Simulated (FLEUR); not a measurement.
# Sb (Im-3m) in FLEUR: a series of runs, part 2 of 2

FLEUR MaX-R8.1 (later development tree). The steps go on from the part before.

## (3) Band structure, PBEsol, spin-orbit coupling, no magnetisation

Contents of inp.xml:

```xml
<?xml version="1.0" encoding="UTF-8" standalone="no"?>
<fleurInput fleurInputVersion="0.39">
   <comment>
      Sb                                                                                                  
   </comment>
   <calculationSetup>
      <cutoffs Kmax="4.1" Gmax="12.7" GmaxXC="12.7" numbands="all"/>
      <scfLoop itmax="60" minDistance="0.00001" maxIterBroyd="15" imix="Anderson" alpha="0.05" precondParam="0.0" spinf="2.0" sdNocoIR="T"/>
      <coreElectrons ctail="T" frcor="F" kcrel="0" coretail_lmax="0"/>
      <xcFunctional name="PBEs" relativisticCorrections="F"/>
      <magnetism jspins="1"/>
      <soc l_soc="T" theta="0.0" phi="0.0" spav="F"/>
      <expertModes spex="0" secvar="F"/>
      <geometryOptimization l_f="F" forcealpha="1.0" forcemix="BFGS" epsdisp="0.00001" epsforce="0.00001"/>
      <ldaU l_linMix="F" mixParam="0.05" spinf="1.0"/>
   </calculationSetup>
   <cell>
      <bzIntegration valenceElectrons="21.0" mode="hist" fermiSmearingEnergy="0.00183747">
         <kPointListSelection listName="default-1"/>
         <!-- k-points included here -->
         <xi:include xmlns:xi="http://www.w3.org/2001/XInclude" href="kpts.xml"> </xi:include>
      </bzIntegration>
      <!-- symmetry operations included here -->
      <xi:include xmlns:xi="http://www.w3.org/2001/XInclude" href="sym.xml"> </xi:include>
      <bulkLattice scale="1.0">
         <bravaisMatrix>
            <row-1>   -3.5363217608732280     3.5363217608732280     3.5363217608732280</row-1>
            <row-2>    3.5363217608732280    -3.5363217608732280     3.5363217608732280</row-2>
            <row-3>    3.5363217608732280     3.5363217608732280    -3.5363217608732280</row-3>
         </bravaisMatrix>
      </bulkLattice>
   </cell>
   <atomSpecies>
      <species name="Antimony (Sb)" element="Sb" atomicNumber="51">
         <mtSphere radius="2.66" gridPoints="879" logIncrement="0.015"/>
         <atomicCutoffs lmax="10" lnonsphr="10"/>
         <electronConfig flipSpins="F">
            <coreConfig>(1s1/2) (2s1/2) (2p1/2) (2p3/2) (3s1/2) (3p1/2) (3p3/2) (4s1/2) (3d3/2) (3d5/2)</coreConfig>
            <valenceConfig>(4p1/2) (4p3/2) (5s1/2) (4d3/2) (4d5/2) (5p1/2) (5p3/2)</valenceConfig>
            <stateOccupation state="(5p1/2)" spinUp="0.500000" spinDown="0.500000"/>
            <stateOccupation state="(5p3/2)" spinUp="1.000000" spinDown="1.000000"/>
         </electronConfig>
         <energyParameters s="5" p="5" d="5" f="4"/>
         <lo type="SCLO" l="1" n="4" eDeriv="0"/>
         <lo type="SCLO" l="1" n="4" eDeriv="1"/>
         <lo type="SCLO" l="2" n="4" eDeriv="0"/>
         <lo type="SCLO" l="2" n="4" eDeriv="1"/>
         <lo type="SCLO" l="0" n="5" eDeriv="2"/>
         <lo type="SCLO" l="3" n="4" eDeriv="2"/>
      </species>
   </atomSpecies>
   <atomGroups>
      <atomGroup species="Antimony (Sb)">
         <relPos label="                   1">.0000000000 .0000000000 .0000000000</relPos>
         <force calculate="T" relaxXYZ="TTT"/>
      </atomGroup>
   </atomGroups>
   <output dos="F" band="F" slice="F">
      <checks vchk="F" cdinf="F"/>
      <bandDOS minEnergy="-.5*Htr" maxEnergy="0.5*Htr" sigma="0.015" storeEVData="T"/>
      <vacuumDOS vacdos="F" integ="F" star="F" nstars="0" locx1="0.0" locy1="0.0" locx2="0.0" locy2="0.0" nstm="0" tworkf="0.0"/>
      <unfoldingBand unfoldBand="F" supercellX="1" supercellY="1" supercellZ="1"/>
      <plotting iplot="0" polar="F">
         <plot TwoD="T" vec1="  1.0  0.0  0.0" vec2="  0.0  1.0  0.0" vec3="  0.0  0.0  1.0" zero="  0.0  0.0  0.0" file="plot"/>
      </plotting>
      <chargeDensitySlicing numkpt="0" minEigenval="0.0" maxEigenval="0.0" nnne="0" pallst="F"/>
      <specialOutput eonly="F"/>
      <moessbauerParams electricFieldGradient="T" isomerShift="T" coreHyperfine="T" valenceHyperfine="T"/>
      <magneticCircularDichroism mcd="F" energyLo="-10.0" energyUp="0.0"/>
   </output>
  <!-- We include the file relax.xml here to enable relaxations (see documentation) -->
  <xi:include xmlns:xi="http://www.w3.org/2001/XInclude" href="relax.xml"> <xi:fallback/> </xi:include>
</fleurInput>
```

Contents of crystal.txt:

```
Sb
&input cartesian=F /
-1.8713408863  1.8713408863  1.8713408863
1.8713408863  -1.8713408863  1.8713408863
1.8713408863  1.8713408863  -1.8713408863
1.8897261246
1.0 1.0 1.0

1
51 0.0000000000  0.0000000000  0.0000000000

&soc 0.0 0.0 /
&kpt div1=8 div2=8 div3=8 gamma=T /
```

Contents of inp.xml (bands):

```
<?xml version="1.0" encoding="UTF-8" standalone="no"?>
<fleurInput fleurInputVersion="0.39">
   <comment>
      Sb                                                                                                  
   </comment>
   <calculationSetup>
      <cutoffs Kmax="4.1" Gmax="12.7" GmaxXC="12.7" numbands="all"/>
      <scfLoop itmax="60" minDistance="0.00001" maxIterBroyd="15" imix="Anderson" alpha="0.05" precondParam="0.0" spinf="2.0" sdNocoIR="T"/>
      <coreElectrons ctail="T" frcor="F" kcrel="0" coretail_lmax="0"/>
      <xcFunctional name="PBEs" relativisticCorrections="F"/>
      <magnetism jspins="1"/>
      <soc l_soc="T" theta="0.0" phi="0.0" spav="F"/>
      <expertModes spex="0" secvar="F"/>
      <geometryOptimization l_f="F" forcealpha="1.0" forcemix="BFGS" epsdisp="0.00001" epsforce="0.00001"/>
      <ldaU l_linMix="F" mixParam="0.05" spinf="1.0"/>
   </calculationSetup>
   <cell>
      <bzIntegration valenceElectrons="21.0" mode="hist" fermiSmearingEnergy="0.00183747">
         <kPointListSelection listName="path-1"/>
         <!-- k-points included here -->
         <xi:include xmlns:xi="http://www.w3.org/2001/XInclude" href="kpts.xml"> </xi:include>
      </bzIntegration>
      <!-- symmetry operations included here -->
      <xi:include xmlns:xi="http://www.w3.org/2001/XInclude" href="sym.xml"> </xi:include>
      <bulkLattice scale="1.0">
         <bravaisMatrix>
            <row-1>   -3.5363217608732280     3.5363217608732280     3.5363217608732280</row-1>
            <row-2>    3.5363217608732280    -3.5363217608732280     3.5363217608732280</row-2>
            <row-3>    3.5363217608732280     3.5363217608732280    -3.5363217608732280</row-3>
         </bravaisMatrix>
      </bulkLattice>
   </cell>
   <atomSpecies>
      <species name="Antimony (Sb)" element="Sb" atomicNumber="51">
         <mtSphere radius="2.66" gridPoints="879" logIncrement="0.015"/>
         <atomicCutoffs lmax="10" lnonsphr="10"/>
         <electronConfig flipSpins="F">
            <coreConfig>(1s1/2) (2s1/2) (2p1/2) (2p3/2) (3s1/2) (3p1/2) (3p3/2) (4s1/2) (3d3/2) (3d5/2)</coreConfig>
            <valenceConfig>(4p1/2) (4p3/2) (5s1/2) (4d3/2) (4d5/2) (5p1/2) (5p3/2)</valenceConfig>
            <stateOccupation state="(5p1/2)" spinUp="0.500000" spinDown="0.500000"/>
            <stateOccupation state="(5p3/2)" spinUp="1.000000" spinDown="1.000000"/>
         </electronConfig>
         <energyParameters s="5" p="5" d="5" f="4"/>
         <lo type="SCLO" l="1" n="4" eDeriv="0"/>
         <lo type="SCLO" l="1" n="4" eDeriv="1"/>
         <lo type="SCLO" l="2" n="4" eDeriv="0"/>
         <lo type="SCLO" l="2" n="4" eDeriv="1"/>
         <lo type="SCLO" l="0" n="5" eDeriv="2"/>
         <lo type="SCLO" l="3" n="4" eDeriv="2"/>
      </species>
   </atomSpecies>
   <atomGroups>
      <atomGroup species="Antimony (Sb)">
         <relPos label="                   1">.0000000000 .0000000000 .0000000000</relPos>
         <force calculate="T" relaxXYZ="TTT"/>
      </atomGroup>
   </atomGroups>
   <output dos="F" band="T" slice="F">
      <checks vchk="F" cdinf="F"/>
      <bandDOS minEnergy="-.5*Htr" maxEnergy="0.5*Htr" sigma="0.015" storeEVData="T"/>
      <vacuumDOS vacdos="F" integ="F" star="F" nstars="0" locx1="0.0" locy1="0.0" locx2="0.0" locy2="0.0" nstm="0" tworkf="0.0"/>
      <unfoldingBand unfoldBand="F" supercellX="1" supercellY="1" supercellZ="1"/>
      <plotting iplot="0" polar="F">
         <plot TwoD="T" vec1="  1.0  0.0  0.0" vec2="  0.0  1.0  0.0" vec3="  0.0  0.0  1.0" zero="  0.0  0.0  0.0" file="plot"/>
      </plotting>
      <chargeDensitySlicing numkpt="0" minEigenval="0.0" maxEigenval="0.0" nnne="0" pallst="F"/>
      <specialOutput eonly="F"/>
      <moessbauerParams electricFieldGradient="T" isomerShift="T" coreHyperfine="T" valenceHyperfine="T"/>
      <magneticCircularDichroism mcd="F" energyLo="-10.0" energyUp="0.0"/>
   </output>
  <!-- We include the file relax.xml here to enable relaxations (see documentation) -->
  <xi:include xmlns:xi="http://www.w3.org/2001/XInclude" href="relax.xml"> <xi:fallback/> </xi:include>
</fleurInput>
```

Potentials or basis: all-electron, FLAPW.

On the command line:

```console
$ inpgen -f crystal.txt -profile fastHighL
$ # inp.xml edited to the form shown
$ fleur_MPI
$ fleur_MPI   # second run, on inp.xml (bands)
```

Standard output:

```text
Welcome to FLEUR        (www.flapw.de)
      MaX-Release 8.1          (www.max-centre.eu)

 ========== k-point set info ==========
 Selected k-point list: default-1
 k-point list type: mesh
 8 x 8 x 8
 Number of k points: 78

 ------------Calculation Setup---------------------------
 Number of MPI-tasks      :            1
 Number of PE/node        :            1
 Number of OMP-threads    :            1
 Most efficient MPI parallelization for:
           1           2           3           6          13          26          39          78
 Additional eigenvalue parallelization possible
 Number of basis functions:          278
 Approximate size of matrices (H+S) per k-point:         0.001 GB
 --------------------------------------------------------
 Iteration:     1   Distance:       4.88022043 me/bohr^3
 Iteration:     2   Distance:       4.56312256 me/bohr^3
 Iteration:     3   Distance:       1.39607938 me/bohr^3
 Iteration:     4   Distance:       0.12340725 me/bohr^3
 Iteration:     5   Distance:       0.10906685 me/bohr^3
 Iteration:     6   Distance:       0.00751455 me/bohr^3
 Iteration:     7   Distance:       0.00171018 me/bohr^3
 Iteration:     8   Distance:       0.00160974 me/bohr^3
 Iteration:     9   Distance:       0.00004476 me/bohr^3
 Iteration:    10   Distance:       0.00003025 me/bohr^3
 Iteration:    11   Distance:       0.00000193 me/bohr^3

 ********************************************************************
 Run finished successfully
 Stop message:
   all done
 ********************************************************************
```

output (bands):

```text
Welcome to FLEUR        (www.flapw.de)
      MaX-Release 8.1          (www.max-centre.eu)

 ========== k-point set info ==========
 Selected k-point list: path-1
 k-point list type: path
 Number of k points: 60

 ------------Calculation Setup---------------------------
 Number of MPI-tasks      :            1
 Number of PE/node        :            1
 Number of OMP-threads    :            1
 Most efficient MPI parallelization for:
           1           2           3           4           5           6          10          12          15          20          30          60
 Additional eigenvalue parallelization possible
 Number of basis functions:          278
 Approximate size of matrices (H+S) per k-point:         0.001 GB
 --------------------------------------------------------
 Fermi energy correction for metals:
 Fermi energy in bands.* files may not be consistent with last density.
 Please correct it manually (e.g. in band.gnu file).

 Note: Band structure data (together with different weights) is also stored in the banddos.hdf file.
       A convenient way of extracting and plotting the data from that file is by making use of the

 ********************************************************************
 Run finished successfully
 Stop message:
   Charge density postprocessing done.
 ********************************************************************
```

out.xml (last iteration):

```text
<iteration numberForCurrentRun="   11" overallNumber="   11">
         <energyParameters units="Htr">
            <atomicEP atomType="1" spin="1" branch="5s" branchLowest="-4.98" branchHighest="0.53" value="-0.0291568965"/>
            <atomicEP atomType="1" spin="1" branch="5p" branchLowest="-3.25" branchHighest="1.15" value="0.2304475741"/>
            <atomicEP atomType="1" spin="1" branch="5d" branchLowest="-0.73" branchHighest="2.24" value="0.4566140330"/>
            <atomicEP atomType="1" spin="1" branch="4f" branchLowest="-9.99" branchHighest="1.72" value="0.6096211978"/>
            <loAtomicEP atomType="1" spin="1" branch="4p" branchLowest="-27.05" branchHighest="-3.25" value="-3.2587107096"/>
            <loAtomicEP atomType="1" spin="1" branch="4p" branchLowest="-27.05" branchHighest="-3.25" value="-3.2587107096"/>
            <loAtomicEP atomType="1" spin="1" branch="4d" branchLowest="-18.46" branchHighest="-0.73" value="-0.7437250042"/>
            <loAtomicEP atomType="1" spin="1" branch="4d" branchLowest="-18.46" branchHighest="-0.73" value="-0.7437250042"/>
            <loAtomicEP atomType="1" spin="1" branch="5s" branchLowest="-4.98" branchHighest="0.53" value="-0.0291568965"/>
            <loAtomicEP atomType="1" spin="1" branch="4f" branchLowest="-9.99" branchHighest="1.72" value="0.6096221052"/>
         </energyParameters>
         <eigenvalues>
            <eigenvaluesAt spin="1" ikpt="1" k_x="0.00000000" k_y="0.00000000" k_z="0.00000000">
                      -3.4518890691       -3.4518890691       -3.1497888245       -3.1497888245       -3.1497888245
                      -3.1497888245       -0.7746217734       -0.7746217734       -0.7746217734       -0.7746217734
                      -0.7302941931       -0.7302941931       -0.7284541412       -0.7284541412       -0.7284541411
                      -0.7284541411       -0.1557640005       -0.1557640005        0.5033708176        0.5033708176
                       0.5491282944        0.5491282944        0.5491282956        0.5491282956        0.7427524932
                       0.7427524932        0.7427524938        0.7427524938        0.7469926711        0.7469926711
[... 361 lines left out ...]
                      12.7968918722       12.8696959615       12.8696959615       13.2236156886       13.2236156886
[... 29 lines left out ...]
         </allElectronCharges>
         <moessbauerParams unitsHFF="kG" unitsIS="e/bohr^3" unitsEFG="Htr/bohr^2">
            <coreIsomerShift atomType="1" isTotal="212345.55160">
               <shell n="1" l="0" isomerShift="184705.70159"/>
               <shell n="2" l="0" isomerShift="21815.98663"/>
               <shell n="2" l="1" isomerShift="549.68768"/>
               <shell n="3" l="0" isomerShift="4273.90319"/>
               <shell n="3" l="1" isomerShift="116.57353"/>
               <shell n="4" l="0" isomerShift="883.69896"/>
               <shell n="3" l="2" isomerShift="0.00002"/>
            </coreIsomerShift>
            <isomerShift atomType="1" nucleusRadius="0.0001171" averageDensity="212445.86666"/>
            <electricFieldGradient atomType="1" VXX="0.00000" VYY="0.00000" VZZ="0.00000" asymParam="0.00000">
            </electricFieldGradient>
         </moessbauerParams>
         <totalEnergy                                    value="    -6480.7797817775" units="Htr">
            <sumOfEigenvalues                            value="    -3920.4821095835">
               <coreElectrons value="-3894.1548367253"/>
               <valenceElectrons value="-26.3272728582"/>
            </sumOfEigenvalues>
            <densityCoulombPotentialIntegral value="-10536.6494283428"/>
            <densityEffectivePotentialIntegral value="-10757.4034166070"/>
            <chargeDenXCDenIntegral value="-167.8902252812"/>
            <FockExchangeEnergyValence value="0.0000000000"/>
            <FockExchangeEnergyCore value="0.0000000000"/>
            <atomTypeDependentContributions atomType="1">
               <electronNucleiInteractionDifferentMTs value="7855.4290561691"/>
               <MadelungTerm value="-26.0570931793"/>
            </atomTypeDependentContributions>
            <tkbTimesEntropy value="0.0002589975"/>
            <freeEnergy value="-6480.7800407750"/>
            <extrapolationTo0K value="-6480.7799112762"/>
         </totalEnergy>
         <densityConvergence units="me/bohr^3">
            <chargeDensity spin="1" distance="0.0000019296"/>
         </densityConvergence>
      </iteration>
```

It took 6.8 min on 1 thread of Arm Neoverse V2, shared host; peak memory 0.26 GiB.

What came out:

| Property | Result |
| --- | --- |
| Free energy | -176351.0089 eV |
| Band gap along the path | none (metal or under the smearing width) |
| Valence electrons inside the program's atomic spheres | Sb 19.06 (radii Sb 2.66 bohr) |

Levels at the corners of the path, in eV from the Fermi level:
```
point  band 19  band 20  band 21  band 22  band 23  band 24
    Γ     4.99     4.99     6.24     6.24     6.24     6.24
    H    -2.37    -2.37    -1.70    -1.70    -1.70    -1.70
    N    -5.64    -5.64     1.84     1.84     3.98     3.98
    Γ     4.99     4.99     6.24     6.24     6.24     6.24
    P    -3.06    -3.06    -2.58    -2.58    -2.58    -2.58
    H    -2.37    -2.37    -1.70    -1.70    -1.70    -1.70
    P    -3.06    -3.06    -2.58    -2.58    -2.58    -2.58
    N    -5.64    -5.64     1.84     1.84     3.98     3.98
```

Core levels (eV from the Fermi level):
| atom | levels |
| --- | --- |
| 1 Sb | 1s1/2 -30265.8, 2s1/2 -4600.9, 2p1/2 -4304.6, 2p3/2 -4053.0, 3s1/2 -898.3, 3p1/2 -777.2, 3p3/2 -730.8, 4s1/2 -144.1, 3d3/2 -516.8, 3d5/2 -507.1 |
